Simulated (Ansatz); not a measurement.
# Nb3Sn (Pm-3n) in Ansatz: further runs, part 2 of 2

Ansatz 0.2.0.

## Step 4: Band structure, r2SCAN

Input file input.yaml:

```yaml
crystal:
  lattice:
    - [5.2821, 0.0, 0.0]
    - [0.0, 5.2821, 0.0]
    - [0.0, 0.0, 5.2821]
  atoms:
    - { symbol: Sn, position: [0.5, 0.5, 0.5] }
    - { symbol: Sn, position: [0.0, 0.0, 0.0] }
    - { symbol: Nb, position: [0.0, 0.5, 0.25] }
    - { symbol: Nb, position: [0.0, 0.5, 0.75] }
    - { symbol: Nb, position: [0.5, 0.25, 0.0] }
    - { symbol: Nb, position: [0.75, 0.0, 0.5] }
    - { symbol: Nb, position: [0.5, 0.75, 0.0] }
    - { symbol: Nb, position: [0.25, 0.0, 0.5] }
hamiltonian:
  xc: r2scan
  pseudopotentials: { kind: paw }
kpoints:
  mp_grid: { grid: [5, 5, 5] }
  band_path:
    path:
      - [[0.0, 0.0, 0.0], [0.0, 0.5, 0.0], [0.5, 0.5, 0.0], [0.0, 0.0, 0.0], [0.5, 0.5, 0.5], [0.0, 0.5, 0.0]]
      - [[0.5, 0.5, 0.0], [0.5, 0.5, 0.5]]
    npoints: 10
scf:
  occupations: { method: fermi_dirac, width: 0.05 }
  n_extra_bands: 20
output:
  forces: true
  stress: true
  eigenvalues: true
  fatbands: false
  write_density: true
  write_potential: true
  elf: true
  volumetric_format: npy
```

Potentials or basis: Ansatz PAW.

Run with:

```bash
ansatz run input.yaml --threads 4 --pin off --max-ram 11264MiB --backend cpu --events-out ev --progress --plain --runs-dir out
```

The program printed:

```text
Warning: RAYON_NUM_THREADS=4 ignored (pool sized by the plan → 4); use --threads N
scf.n_extra_bands = 20 over 53 filled bands (N_el = 106.0): the run solves 73 bands
Engine: ansatz 0.2.0, aarch64-unknown-linux-gnu
Pseudopotentials: kind: paw
Pseudopotential: Sn, paw, valence charge 14, recommended cutoff 500 eV (meta_gga), Sn.paw.azcp
Pseudopotential: Nb, paw, valence charge 13, recommended cutoff 500 eV (meta_gga), Nb.paw.azcp
Functional definition: r2SCAN
  parameter k0 = 0.174
  parameter k1 = 0.065
  parameter a1 = 4.9479
  exchange = r2scan_x(k0 = k0, k1 = k1, a1 = a1)
  correlation = r2scan_c
Crystal: 8 atoms, lattice volume = 147.374 Å³
Basis set: ecut = 500 eV, 3743 PW (Γ), exchange–correlation on 160×160×160 points (64 copies of the dense FFT grid, shifted against one another)
Bands: 73, of which v1, the nominal top of the filled ones, is band 53 counted from 1 (52 counted from 0)
Symmetry: 48 space group operations
Space group: Pm-3n (ITA 223), of the structure as read, at distance tolerance 5.3e-5 Å
k-points: 10 of 125
Non-local potential: Sn, projectors of the file, l = 0: 2, l = 1: 2, l = 2: 2, l = 3: 2
Non-local potential: Nb, projectors of the file, l = 0: 3, l = 1: 2, l = 2: 2, l = 3: 1
PAW form: soft (Blöchl's): semilocal exchange-correlation on the pseudo side does not see the compensation charge
PAW frozen core: Sn, regenerated for the run's functional (the file was generated under x = pbe(κ = 0.804, μ = 0.2195149727645171), c = pbe(β = 0.06672455060314922))
PAW frozen core: Nb, regenerated for the run's functional (the file was generated under x = pbe(κ = 0.804, μ = 0.2195149727645171), c = pbe(β = 0.06672455060314922))
PAW one-centre angular grid: Sn, 590 points (default); XC on 249 of its mesh's 2787 points in the sphere
PAW one-centre angular grid: Nb, 590 points (default); XC on 160 Gauss nodes
Initial density: superposition of atomic densities (neutral atoms: chi_scale 0, normalization atom), corrected by the library's trained network
Initial wavefunctions: pseudopotential atomic-orbital guess
Functional: x = r2scan, c = r2scan; τ floored in thin density (d = 2e-4 eV/Å³)
SCF iter   1: F=—  HF=-39460.881002 eV  |F-HF|=—  |Δ(HF+E_count)|=         —  Δρ=9.48e-3  dr2=1.23e-1  dr2_τ=9.01e-2  ethr=1.77e-3  ⟨swp⟩=6.0  Hψ=2672  notcnv=0  defer=12
preconditioner: auto → Kerker (q_TF=auto, 2.582 Å⁻¹)  [metal: Δε(μ)=0.010 eV  Ē_g=12.682 eV  σ=0.050 eV  W_gap=0.05  n_scr=32 (ndim 8)  ℏωp=23.3 eV  f_vac=0.000  D(μ)=14.00/eV (n_scr^D=178)]
SCF iter   2: F=—  HF=-39460.894246 eV  |F-HF|=—  |Δ(HF+E_count)|=   1.32e-2  Δρ=5.20e-3  dr2=3.35e-2  dr2_τ=1.65e-3  ethr=1.16e-4  ⟨swp⟩=3.0  Hψ=1343  notcnv=0  defer=115
SCF iter   3: F=—  HF=-39460.890291 eV  |F-HF|=—  |Δ(HF+E_count)|=   3.95e-3  Δρ=8.74e-4  dr2=7.69e-4  dr2_τ=4.74e-5  ethr=3.16e-5  ⟨swp⟩=2.0  Hψ=1085  notcnv=0  defer=115
SCF iter   4: F=—  HF=-39460.890689 eV  |F-HF|=—  |Δ(HF+E_count)|=   3.98e-4  Δρ=2.57e-4  dr2=6.58e-5  dr2_τ=4.97e-6  ethr=7.25e-7  ⟨swp⟩=2.0  Hψ=969  notcnv=0  defer=115
SCF iter   5: F=—  HF=-39460.890717 eV  |F-HF|=—  |Δ(HF+E_count)|=   2.80e-5  Δρ=6.83e-5  dr2=5.37e-6  dr2_τ=3.08e-7  ethr=6.21e-8  ⟨swp⟩=2.0  Hψ=909  notcnv=0  defer=115
SCF iter   6: F=—  HF=-39460.890720 eV  |F-HF|=—  |Δ(HF+E_count)|=   3.36e-6  Δρ=1.28e-5  dr2=1.69e-7  dr2_τ=1.45e-8  ethr=5.06e-9  ⟨swp⟩=2.0  Hψ=1062  notcnv=0  defer=115
SCF iter   7: F=-39460.890721 eV  HF=-39460.890721 eV  |F-HF|=3.25e-9  |Δ(HF+E_count)|=   7.10e-8  Δρ=3.34e-6  dr2=1.44e-8  dr2_τ=1.22e-9  ethr=9.43e-11  ⟨swp⟩=13.0  Hψ=4649  notcnv=0
SCF 1 converged in 7 iterations: F = -39460.890721 eV  dr2 = 1.44e-8
NSCF: frozen V_eff on 62 k-points
SCF converged after 7 iterations
Free energy (F): -39460.890721 eV
Harris-Foulkes:  -39460.890721 eV  (|F-HF|=3.25e-9)
Internal energy: -39460.783423 eV  (E = F + TS)
E sigma→0 (E₀):  -39460.837072 eV
Entropy (-TS):   -0.107297 eV (-13.412 meV/atom)
Fermi energy:    17.232522 eV
--- Per-component energies (eV) ---
  E_band       = -518.094449
  E_kinetic    = 2743.914315
  E_local      = -5367.507625  (includes V_loc(G=0)·N_el)
  E_nonlocal   = 654.056406
  E_hartree    = 2185.402649
  E_xc         = -1768.661215
  E_vxc        = -1631.385758  (∫ρ·V_xc dr)
  E_paw        = -26868.708055  (= ΣΔE_a)
  E_vpaw       = -1390.254015  (= ΣTr[D̂ρ^β])
  E_aug_tail   = 0.000028  (compensation charges beyond the density's cutoff)
  E_vtau       = 102.278300  (kinetic-family band-sum trace: ∫τ·v_τ [+ j·A + Jᵃ·Aᵃ] dr)
  E_ewald      = -11039.595982
  E_core_change = 0.316055  (= ΣΔE_core)
  E_smearing   = -0.107297  (= −TS)
  E_closure    = 0.000000  (closes the sum)
  Σ components = -39460.890721   (vs F -39460.890721, Δ=0.00e0)
--- Forces (eV/Å), atoms counted from 1 ---
  atom   1  Sn     0.00000000    -0.00000000    -0.00000000
  atom   2  Sn     0.00000000     0.00000000     0.00000000
  atom   3  Nb     0.00000000     0.00000000    -0.00000000
  atom   4  Nb    -0.00000000     0.00000000     0.00000000
  atom   5  Nb     0.00000000     0.00000000     0.00000000
  atom   6  Nb    -0.00000000    -0.00000000     0.00000000
  atom   7  Nb    -0.00000000     0.00000000     0.00000000
  atom   8  Nb    -0.00000000     0.00000000     0.00000000
  max |Σ_I F_I| component: 8.96e-18 eV/Å
--- Stress (GPa, compression-positive) ---
        2.220521       0.000000       0.000000
        0.000000       2.220521       0.000000
        0.000000       0.000000       2.220521
  P = ⅓ Tr σ = 2.2205 GPa (22.205 kbar)
--- Band table (eV; the first three rows and the last of 10) ---
  k-point 0: bands = ["-39.1277", "-39.0459", "-39.0459", "-38.8028", "-38.8028", "-38.8028", "-15.3845", "-15.3845", "-15.2216", "-14.6348", "-14.6348", "-14.6348", "-14.2513", "-14.2513", "-14.2513", "-14.2245", "-14.2245", "-14.2245", "-14.1268", "-14.1268", "-14.1268", "-13.4677", "-13.4677", "-13.4677", "-4.2826", "-4.2826", "-4.2664", "-4.2664", "-4.2408", "-4.2408", "-4.2408", "-4.2365", "-4.2365", "-4.2365", "7.4915", "9.1810", "13.4510", "13.4510", "13.4510", "13.8602", "13.8602", "13.8602", "14.2721", "14.2721", "14.7889", "15.2199", "15.2199", "15.2199", "15.7606", "16.6155", "16.6155", "16.6155", "17.2137", "17.2137", "19.8894", "19.8894", "19.8894", "20.0184", "20.9015", "20.9015", "21.1503", "21.1503", "21.3192", "21.3192", "21.3192", "21.4001", "21.4001", "21.4001", "22.3839", "22.8608", "22.8608", "22.8608", "24.0530"]
  k-point 1: bands = ["-39.1153", "-39.0518", "-39.0280", "-38.8286", "-38.8028", "-38.8028", "-15.3779", "-15.3268", "-15.1323", "-14.6309", "-14.6309", "-14.5909", "-14.2915", "-14.2915", "-14.2625", "-14.2396", "-14.1752", "-14.1752", "-14.1388", "-14.1388", "-14.1388", "-13.6615", "-13.4683", "-13.4683", "-4.2820", "-4.2788", "-4.2685", "-4.2661", "-4.2445", "-4.2445", "-4.2406", "-4.2377", "-4.2377", "-4.2371", "7.7255", "9.1036", "13.2070", "13.4374", "13.5244", "13.5244", "13.9804", "13.9804", "14.2537", "14.8680", "15.0826", "15.1422", "15.2264", "15.2264", "15.8756", "16.5853", "16.6703", "16.6703", "17.2812", "17.2882", "19.4321", "19.7363", "19.7363", "20.4719", "20.4831", "20.6002", "20.8814", "20.9430", "20.9430", "20.9966", "21.2371", "21.2371", "21.5843", "21.6323", "21.7147", "22.5284", "22.5284", "23.5951", "24.0525"]
  k-point 2: bands = ["-39.0906", "-39.0678", "-38.9725", "-38.8949", "-38.8028", "-38.8028", "-15.3594", "-15.3335", "-14.7194", "-14.6255", "-14.6255", "-14.4834", "-14.3620", "-14.3120", "-14.3120", "-14.2086", "-14.1701", "-14.1686", "-14.1686", "-14.1489", "-14.1285", "-14.1285", "-13.4691", "-13.4691", "-4.2792", "-4.2744", "-4.2707", "-4.2668", "-4.2527", "-4.2527", "-4.2398", "-4.2385", "-4.2375", "-4.2375", "8.2962", "8.8362", "12.6110", "12.7487", "13.6092", "13.6092", "14.1883", "14.1883", "15.0323", "15.1170", "15.4580", "15.5288", "15.5288", "16.1586", "16.2857", "16.3813", "16.3813", "16.4422", "16.8412", "17.1570", "18.5917", "19.6316", "19.6316", "19.6369", "20.1391", "20.2156", "20.3398", "20.3398", "20.6036", "21.0501", "21.2267", "21.2267", "21.7727", "21.8178", "21.9717", "21.9717", "22.5933", "23.8460", "23.8460"]
  k-point 9: bands = ["-38.9927", "-38.9766", "-38.9766", "-38.9003", "-38.9003", "-38.8921", "-14.7702", "-14.7702", "-14.7458", "-14.5520", "-14.5499", "-14.4241", "-14.4241", "-14.3143", "-14.2971", "-14.2495", "-14.2495", "-14.1889", "-14.1889", "-14.1650", "-14.1650", "-14.1052", "-14.1019", "-14.1019", "-4.2699", "-4.2699", "-4.2695", "-4.2695", "-4.2541", "-4.2541", "-4.2528", "-4.2509", "-4.2492", "-4.2492", "9.1890", "9.2463", "12.8904", "13.1857", "13.1857", "13.9133", "13.9133", "14.3430", "15.4024", "15.4585", "15.4585", "15.9883", "15.9883", "16.0792", "16.8393", "16.8393", "17.1492", "17.2236", "17.2388", "17.2388", "17.5385", "17.5385", "18.0745", "18.0745", "19.7825", "19.8293", "19.8293", "19.9546", "20.1967", "20.4441", "20.4441", "20.5560", "20.5560", "21.0011", "21.2495", "21.2495", "21.6306", "22.0411", "24.6363"]
```

It took 14 s on 4 threads of Arm Neoverse V1, shared host; peak memory 1 GiB.

What came out:

```yaml
Free_energy: -39460.8907 eV
Pressure: 2.2 GPa
Band_gap_on_the_k_mesh: none (metal or under the smearing width)
```

Levels at the corners of the path, in eV from the Fermi level:
```
point  band 50  band 51  band 52  band 53  band 54  band 55
    Γ    -0.62    -0.62    -0.62    -0.02    -0.02     2.66
    X    -1.03    -0.92    -0.92    -0.37    -0.37     1.67
    M     0.14     0.16     0.21     0.21     0.69     0.69
    Γ    -0.62    -0.62    -0.62    -0.02    -0.02     2.66
    R     0.12     0.12     0.12     0.13     0.13     0.13
    X    -1.03    -0.92    -0.92    -0.37    -0.37     1.67
    M     0.14     0.16     0.21     0.21     0.69     0.69
    R     0.12     0.12     0.12     0.13     0.13     0.13
```

Caveat: spin-orbit coupling is left out, which moves the levels of the heavy elements; the PAW data sets come from PBE, with cores solved anew for the run's functional, which leaves a small shift of forces and pressure.

## Step 5: The runs side by side

| level | cutoff (eV) | gap on the mesh (eV) | pressure (GPa) |
| --- | --- | --- | --- |
| revPBE | 420 | none | 5.7 |
| BLYP | 420 | none | 10.4 |
| r2SCAN | 500 | none | 2.2 |

Alike in all rows: task band structure; potentials or basis Ansatz PAW; no spin polarisation; cell as given; k mesh 5 × 5 × 5; smearing fermi-dirac 0.05 eV.

Every run on the cell as given and a fine mesh finds a metal. The pressure there spans 2.2 GPa (r2SCAN) to 10.4 GPa (BLYP); a positive pressure means that this level wants a larger cell, a negative one a smaller.

Caveats: spin-orbit coupling is left out, which moves the levels of the heavy elements; the PAW data sets come from PBE, with cores solved anew for the run's functional, which leaves a small shift of forces and pressure.

Absolute energies hang on the potentials; compare differences alone.
